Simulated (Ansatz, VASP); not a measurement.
**Zn16HNO15 (N-H pair in ZnO) in two plane-wave programs**

Wanted: the spread between two codes on one cell, functional and k mesh. The cell is taken from a series of runs on this material, whose earlier steps may have relaxed, scaled, displaced or heated it; both programs get it as it stands.

Program: Ansatz 0.2.0. Level of theory: plane waves, with VASP 6.6.1 beside it; single point at HSE06. Results are calculated unless marked as measured.

## 1. The structure

The cell holds 33 atoms: 16 Zn, 15 O, 1 N and 1 H. Its edges and angles: a = 6.559 Å, b = 6.559 Å, c = 10.587 Å, α = 90.0°, β = 90.0°, γ = 120.0°. It derives from ZnO (ZnO (P6_3mc)). Nearest the centre at fractional (0.753, 0.377, 0.424): N32 at 0.26 Å, H33 at 0.61 Å, Zn16 at 1.98 Å, Zn12 at 1.99 Å, Zn9 at 2.01 Å, Zn4 at 2.44 Å, O22 at 2.90 Å, O18 at 2.90 Å.

## 2. Ansatz: single point, HSE06

Ansatz runs on its default PAW (the set named soft_2) files.

With cell and atoms fixed, the geometry can't cause a difference; cores, projectors, grids and the points listed under the comparison can.

File input.yaml:

```yaml
crystal:
  lattice:
    - [6.55903995, 0.0, 0.0]
    - [-3.27951997, 5.68029522, 0.0]
    - [0.0, 0.0, 10.58650209]
  atoms:
    - { symbol: Zn, position: [0.156729864, 0.32626812, 0.252004784] }
    - { symbol: Zn, position: [0.330006443, 0.164732253, -0.001206969] }
    - { symbol: O, position: [0.320970736, 0.160212478, 0.185645329] }
    - { symbol: O, position: [0.167376991, 0.325513326, 0.440841442] }
    - { symbol: Zn, position: [0.171019085, 0.332660399, 0.750260686] }
    - { symbol: Zn, position: [0.347587318, 0.173501651, 0.497946173] }
    - { symbol: O, position: [0.344064204, 0.17175823, 0.685045214] }
    - { symbol: O, position: [0.165560974, 0.332331992, 0.937356728] }
    - { symbol: Zn, position: [0.156725688, 0.829910383, 0.252001645] }
    - { symbol: Zn, position: [0.327112049, 0.663282748, 0.003720177] }
    - { symbol: O, position: [0.323656169, 0.661553718, 0.19198025] }
    - { symbol: O, position: [0.167389576, 0.841293702, 0.440833738] }
    - { symbol: Zn, position: [0.171026778, 0.837812698, 0.750264687] }
    - { symbol: Zn, position: [0.324386826, 0.661903231, 0.501074076] }
    - { symbol: O, position: [0.330468514, 0.664958399, 0.688214477] }
    - { symbol: O, position: [0.16556354, 0.832686582, 0.937358189] }
    - { symbol: Zn, position: [0.650646273, 0.325064678, 0.242125461] }
    - { symbol: Zn, position: [0.832042597, 0.163964336, -0.000355337] }
    - { symbol: O, position: [0.827610686, 0.160769417, 0.185770452] }
    - { symbol: "N", position: [0.70977522, 0.354615694, 0.429567076] }
    - { symbol: Zn, position: [0.673076435, 0.336269603, 0.7524806] }
    - { symbol: Zn, position: [0.826619362, 0.150923074, 0.508575999] }
    - { symbol: O, position: [0.83507195, 0.162079345, 0.694778238] }
    - { symbol: O, position: [0.665384763, 0.332425171, 0.939664888] }
    - { symbol: Zn, position: [0.660208167, 0.829840689, 0.25121043] }
    - { symbol: Zn, position: [0.83204513, 0.667542596, -0.000356011] }
    - { symbol: O, position: [0.827610132, 0.666316396, 0.185766543] }
    - { symbol: O, position: [0.654712097, 0.827076515, 0.439915632] }
    - { symbol: Zn, position: [0.66061657, 0.830029387, 0.755571401] }
    - { symbol: Zn, position: [0.826630598, 0.675134339, 0.508569349] }
    - { symbol: O, position: [0.835084394, 0.672453333, 0.694774515] }
    - { symbol: O, position: [0.658884562, 0.829173953, 0.941492484] }
    - { symbol: H, position: [0.853350955, 0.426370605, 0.403403461] }
basis:
  ecutwfc: 420
  xc_grid: 2
hamiltonian:
  xc: hse06
kpoints:
  mp_grid: { grid: [1, 1, 1] }
scf:
  occupations: { method: fermi_dirac, width: 0.01 }
  max_iter: 120
output:
  forces: true
checkpoint:
  read: "../relax.run"
```

The run is started by

```
ansatz run input.yaml --threads 4 --pin off --max-ram 7536MiB --backend cpu --events-out ev --progress --plain --runs-dir out
```

Numbers of over 12 decimals in the logs are rounded to 6 here.

What it wrote:

```text
Warning: checkpoint.read: the run can stay near the saved state's solution: 2 site(s) moved relative to the saved geometry (max |Δs| = 2.362e-2 fractional); the SCF starts from the saved state under `checkpoint.density_extrapolation: transplant`, in force with no word given; its orbitals are not used off its sites. A run without `checkpoint.read` takes nothing of the state. A lower free energy from it at the same positions (and U, V and field ramp, if any) shows a solution that this start missed, and an equal or higher one rules none out (checkpoint.read, Limitations, in the input reference)
exact exchange: scf.exx.singularity resolves to wigner_seitz, which cuts the screened interaction at the faces of the exchange supercell's Wigner-Seitz cell, so that each pair interacts once, at the shortest of its separations (the periodic images that this leaves out come, for a point-like exchange hole, to about 0.181 eV on a filled level). The cut falls within the interaction's reach, and what an exchange supercel [...]
Engine: ansatz 0.2.0, aarch64-unknown-linux-gnu
Pseudopotentials: kind: paw
Pseudopotential: Zn, paw, valence charge 12, recommended cutoff 420 eV (normal), Zn.paw.azcp
Pseudopotential: O, paw, valence charge 6, recommended cutoff 420 eV (normal), O.paw.azcp
Pseudopotential: N, paw, valence charge 5, recommended cutoff 420 eV (normal), N.paw.azcp
Pseudopotential: H, paw, valence charge 1, recommended cutoff 420 eV (normal), H.paw.azcp
Functional definition: HSE06
  parameter a = 0.25
  parameter omega = 0.11/bohr
  exchange = pbe_x - a*pbe_x_sr(omega) + a*exact_x_sr(omega)
  correlation = pbe_c
Crystal: 33 atoms, lattice volume = 394.424 Å³
Basis set: ecut = 420 eV, 7607 PW (Γ), exchange–correlation on 90×90×144 points (8 copies of the dense FFT grid, shifted against one another)
Bands: 177, of which v1, the nominal top of the filled ones, is band 144 counted from 1 (143 counted from 0)
Symmetry: 1 space group operations
Space group: P1 (ITA 1), of the structure as read, at distance tolerance 7.3e-5 Å
k-points: 1
Non-local potential: Zn, projectors of the file, l = 0: 2, l = 1: 2, l = 2: 3, l = 3: 1
Non-local potential: O, projectors of the file, l = 0: 2, l = 1: 2, l = 2: 1
Non-local potential: N, projectors of the file, l = 0: 2, l = 1: 2, l = 2: 1
Non-local potential: H, projectors of the file, l = 0: 2, l = 1: 1
PAW form: soft (Blöchl's): semilocal exchange-correlation on the pseudo side does not see the compensation charge
PAW frozen core: Zn, regenerated for the run's functional, and the local potential with it (the file was generated under x = pbe(κ = 0.804, μ = 0.219515), c = pbe(β = 0.066725))
PAW frozen core: O, regenerated for the run's functional, and the local potential with it (the file was generated under x = pbe(κ = 0.804, μ = 0.219515), c = pbe(β = 0.066725))
PAW frozen core: N, regenerated for the run's functional, and the local potential with it (the file was generated under x = pbe(κ = 0.804, μ = 0.219515), c = pbe(β = 0.066725))
PAW one-centre angular grid: Zn, 590 points (default); XC on 64 Gauss nodes
PAW one-centre angular grid: O, 110 points (default); XC on 96 Gauss nodes
PAW one-centre angular grid: N, 110 points (default); XC on 64 Gauss nodes
PAW one-centre angular grid: H, 110 points (default); XC on 64 Gauss nodes
Initial density: read from a saved state, or passed on in memory by an earlier SCF of this step, an earlier step, the calling program or the single point that the run made first, carried with its atoms to this geometry
Initial wavefunctions: pseudopotential atomic-orbital guess
Functional: x = pbe(κ = 0.804, μ = 0.219515), c = pbe(β = 0.066725), warm-up for x = pbe(κ = 0.804, μ = 0.219515) + 0.25 (exact − pbe) at short range (hse, ω = 0.207870 Å⁻¹), c = pbe(β = 0.066725); HSE06 as pw.x's `hse` composes it (authors' and Libxc's form: `xc: wpbeh`)
iter 1 solved again at ethr=7.46e-4 eV; its pass at ethr=1.00e-1 eV (dr2=2.15e0 eV) is discarded
[...]
Frozen-core exchange: fock
SCF iter   1: F=—  HF=-62013.130126 eV  |F-HF|=—  |Δ(HF+E_count)|=         —  Δρ=2.59e-2  dr2=1.42e0  ethr=7.08e-9  ⟨swp⟩=15.0  Hψ=1205  notcnv=0
preconditioner: auto → none  [insulator: Δε(μ)=2.334 eV  Ē_g=15.291 eV  σ=0.010 eV  W_gap=1.00  n_scr=110 (ndim 8)  ℏωp=31.7 eV  f_vac=0.050  D(μ)=0.00/eV (n_scr^D=0)]
SCF iter   2: F=—  HF=-62012.650531 eV  |F-HF|=—  |Δ(HF+E_count)|=   4.80e-1  Δρ=5.82e-3  dr2=1.37e-1  ethr=7.08e-9  ⟨swp⟩=6.0  Hψ=977  notcnv=0
SCF iter   3: F=—  HF=-62012.798875 eV  |F-HF|=—  |Δ(HF+E_count)|=   1.48e-1  Δρ=4.23e-3  dr2=3.51e-2  ethr=7.08e-9  ⟨swp⟩=6.0  Hψ=884  notcnv=0
SCF iter   4: F=—  HF=-62012.788034 eV  |F-HF|=—  |Δ(HF+E_count)|=   1.08e-2  Δρ=1.41e-3  dr2=4.02e-3  ethr=7.08e-9  ⟨swp⟩=5.0  Hψ=805  notcnv=0
SCF iter   5: F=—  HF=-62012.795508 eV  |F-HF|=—  |Δ(HF+E_count)|=   7.47e-3  Δρ=9.72e-4  dr2=4.47e-3  ethr=7.08e-9  ⟨swp⟩=5.0  Hψ=713  notcnv=0
SCF iter   6: F=—  HF=-62012.794330 eV  |F-HF|=—  |Δ(HF+E_count)|=   1.18e-3  Δρ=2.84e-4  dr2=2.54e-4  ethr=7.08e-9  ⟨swp⟩=5.0  Hψ=687  notcnv=0
SCF iter   7: F=-62012.794248 eV  HF=-62012.794261 eV  |F-HF|=1.30e-5  |Δ(HF+E_count)|=   6.91e-5  Δρ=6.91e-5  dr2=2.69e-5  ethr=7.08e-9  ⟨swp⟩=4.0  Hψ=490  notcnv=0
SCF 2 stopped early in 7 iterations: F = -62012.794248 eV  dr2 = 2.69e-5
[...]
Frozen-core exchange: fock
SCF iter   1: F=—  HF=-62012.785384 eV  |F-HF|=—  |Δ(HF+E_count)|=         —  Δρ=7.39e-5  dr2=1.59e-5  ethr=8.92e-7  ⟨swp⟩=6.0  Hψ=412  notcnv=0
preconditioner: auto → none  [insulator: Δε(μ)=2.278 eV  Ē_g=15.039 eV  σ=0.010 eV  W_gap=1.00  n_scr=110 (ndim 8)  ℏωp=31.7 eV  f_vac=0.061  D(μ)=0.00/eV (n_scr^D=0)]
SCF iter   2: F=—  HF=-62012.785406 eV  |F-HF|=—  |Δ(HF+E_count)|=   2.22e-5  Δρ=4.74e-5  dr2=6.24e-6  ethr=4.70e-9  ⟨swp⟩=5.0  Hψ=599  notcnv=0
SCF iter   3: F=—  HF=-62012.785404 eV  |F-HF|=—  |Δ(HF+E_count)|=   1.60e-6  Δρ=1.40e-5  dr2=4.17e-7  ethr=1.83e-9  ⟨swp⟩=3.0  Hψ=447  notcnv=0
SCF iter   4: F=—  HF=-62012.785405 eV  |F-HF|=—  |Δ(HF+E_count)|=   6.12e-7  Δρ=7.40e-6  dr2=1.25e-7  ethr=1.28e-10  ⟨swp⟩=6.0  Hψ=450  notcnv=0
SCF iter   5: F=-62012.785405 eV  HF=-62012.785405 eV  |F-HF|=3.04e-9  |Δ(HF+E_count)|=  9.82e-10  Δρ=2.69e-6  dr2=1.82e-8  ethr=4.21e-11  ⟨swp⟩=3.0  Hψ=366  notcnv=0
SCF 3 converged in 5 iterations: F = -62012.785405 eV  dr2 = 1.82e-8
  Residual-converged pass: ⟨swp⟩=3.0  Hψ=465  notcnv=0  max |occ|·‖R‖ = 2.2e-6 eV (tolerance 2.2e-6 eV)  dr2=1.89e-8  dr2_onsite=1.78e-9  max |Δocc| = 0.0e0
hybrid outer 2: dexx = +1.254e-5 eV, tail = 1.31e-7 eV, Δε = 3.80e-3 eV (about 7.72e-5 eV left of the loop's levels), ΔF = 1.68e-2 eV/Å (tail 3.27e-3)
Exchange kernel: α = 0.2500, screened, ω = 0.2079 Å⁻¹, Wigner–Seitz truncation, v(0) = 690.4258 eV·Å³, q-mesh 1×1×1, nearest image of the exchange supercell L = 6.56 Å, pair-density grid 32×32×50, without the augmentation charges, whose exchange is taken in its separable form (sized by the pseudopotential files, 40×40×72 at the most)
Frozen-core exchange: fock
SCF iter   1: F=—  HF=-62012.785403 eV  |F-HF|=—  |Δ(HF+E_count)|=         —  Δρ=3.54e-6  dr2=3.03e-8  ethr=2.27e-10  ⟨swp⟩=12.0  Hψ=455  notcnv=0
preconditioner: auto → none  [insulator: Δε(μ)=2.277 eV  Ē_g=15.039 eV  σ=0.010 eV  W_gap=1.00  n_scr=110 (ndim 8)  ℏωp=31.7 eV  f_vac=0.061  D(μ)=0.00/eV (n_scr^D=0)]
SCF iter   2: F=-62012.785403 eV  HF=-62012.785403 eV  |F-HF|=2.00e-9  |Δ(HF+E_count)|=  6.69e-10  Δρ=1.19e-6  dr2=4.08e-9  ethr=1.03e-11  ⟨swp⟩=3.0  Hψ=372  notcnv=0
SCF 4 converged in 2 iterations: F = -62012.785403 eV  dr2 = 4.08e-9
  Residual-converged pass: ⟨swp⟩=4.0  Hψ=455  notcnv=0  max |occ|·‖R‖ = 2.0e-6 eV (tolerance 2.2e-6 eV)  dr2=4.11e-9  dr2_onsite=3.09e-10  max |Δocc| = 0.0e0
hybrid outer 3: dexx = +2.673e-9 eV, tail = 8.82e-9 eV, Δε = 6.19e-5 eV (about 2.30e-5 eV left of the loop's levels), ΔF = 1.82e-4 eV/Å (tail 2.10e-4)
hybrid SCF converged: 3 outer / 14 inner (+8 warm-up), last move |dexx| = 2.67e-9 eV, tail = 8.82e-9 eV
Stability not checked: this state was not tested for a lower state beside it, because the functional holds exact exchange (a hybrid, or Hartree-Fock), whose exchange loop this test does not read (fock_operator; see scf.lower_state_search)
Free energy (F): -62012.785403 eV
Frozen-core exchange: fock
Harris-Foulkes:  -62012.785403 eV  (|F-HF|=2.00e-9)
Internal energy: -62012.785403 eV  (E = F + TS)
E sigma→0 (E₀):  -62012.785403 eV
Fermi energy:    7.066354 eV
--- Per-component energies (eV) ---
  E_band       = -138.516582
  E_kinetic    = 4882.930424
  E_local      = -32513.572879  (includes V_loc(G=0)·N_el)
  E_nonlocal   = 10734.488071
  E_hartree    = 13443.151751
  E_xc         = -2665.375109
  E_vxc        = -1836.256596  (∫ρ·V_xc dr)
  E_exx        = -978.774742  (= α·E_x^exact, valence–valence)
  E_paw        = -31583.207215  (= ΣΔE_a)
  E_vpaw       = -6334.890969  (= ΣTr[D̂ρ^β])
  E_aug_tail   = 0.029337  (compensation charges beyond the density's cutoff)
  E_ewald      = -23342.283661
  E_core_change = 9.828623  (= ΣΔE_core)
  E_smearing   = -0.000000  (= −TS)
  E_closure    = -0.000004  (closes the sum)
  Σ components = -62012.785403   (vs F -62012.785403, Δ=0.00e0)
--- Forces (eV/Å), atoms counted from 1 ---
  atom   1  Zn    -0.00624012     0.01421862     0.01056411
  atom   2  Zn    -0.00015891    -0.00004089    -0.00051067
  atom   3  O      0.00293832     0.00173550     0.00002416
  atom   4  O     -0.05492539     0.02750465    -0.01151639
  atom   5  Zn     0.00823200    -0.00283047    -0.00077052
  atom   6  Zn     0.08940103     0.05181142    -0.03378075
  atom   7  O     -0.00645349    -0.00377956     0.02016000
  atom   8  O     -0.00304284    -0.00140946     0.00248797
  atom   9  Zn     0.00936270    -0.01235192     0.01053022
  atom  10  Zn    -0.00138768    -0.00082853     0.00139053
  atom  11  O      0.00319066     0.00177526     0.00007305
  atom  12  O     -0.00381745    -0.06124016    -0.01121260
  atom  13  Zn     0.00165613     0.00852918    -0.00102519
  atom  14  Zn    -0.01876894    -0.01063962    -0.01080997
  atom  15  O      0.00060777     0.00026194     0.00064928
  atom  16  O     -0.00269307    -0.00196100     0.00257117
  atom  17  Zn    -0.04793934    -0.02783009    -0.08276490
  atom  18  Zn     0.00003779     0.00210684    -0.00598030
  atom  19  O     -0.01720349     0.01204879     0.01938120
  atom  20  N     -8.89342530    -5.13184145     3.43486811
  atom  21  Zn    -0.00673358    -0.00400230     0.00289156
  atom  22  Zn     0.04826685    -0.06170696     0.04382801
  atom  23  O     -0.00501998     0.00087740    -0.00579345
  atom  24  O      0.00155021     0.00086547     0.00313178
  atom  25  Zn    -0.00593270    -0.00343435    -0.00275113
  atom  26  Zn     0.00175263    -0.00101858    -0.00612179
  atom  27  O      0.00192011    -0.02105068     0.01954122
  atom  28  O     -0.00100027    -0.00059622     0.00538735
  atom  29  Zn    -0.00153338    -0.00070452     0.00150990
  atom  30  Zn    -0.02937831     0.07285645     0.04378340
  atom  31  O     -0.00187911    -0.00489429    -0.00576584
  atom  32  O      0.00277758     0.00152273     0.00165257
  atom  33  H      8.93582388     5.15603786    -3.44566393
  max |Σ_I F_I| component: 4.18e-5 eV/Å
--- Band table (eV) ---
  k-point 0: bands = [... 140 lower, 5.4394, 5.5528, 5.8377, 5.9276, 8.2051]
  guard bands above this table: 32 of the run's 177 bands. The solve was not asked for them (output.publish_guard_bands: true or output.eigenvalues: true publishes all)
```

In the SCF lines HF is the Harris–Foulkes energy and dr2 the Hartree energy of the density residual, in eV; the loop may stop once dr2 is under the threshold and the program's other checks hold. Hψ counts applications of the Hamiltonian.

(Continued in part 2 of 2.)

[Lines on the potential files, build, host, timing and source positions are cut from VASP's logs without a mark.]

[Logs are printed without paths, hosts, clocks, repeated set-up lines and the standing remarks that a program may print on its own settings, such as how far it seeks lower states.]

[Hosts, paths, dates, database ids (printed as entryN), source tags and the programs' standing remarks are cut or masked in the printed files.]
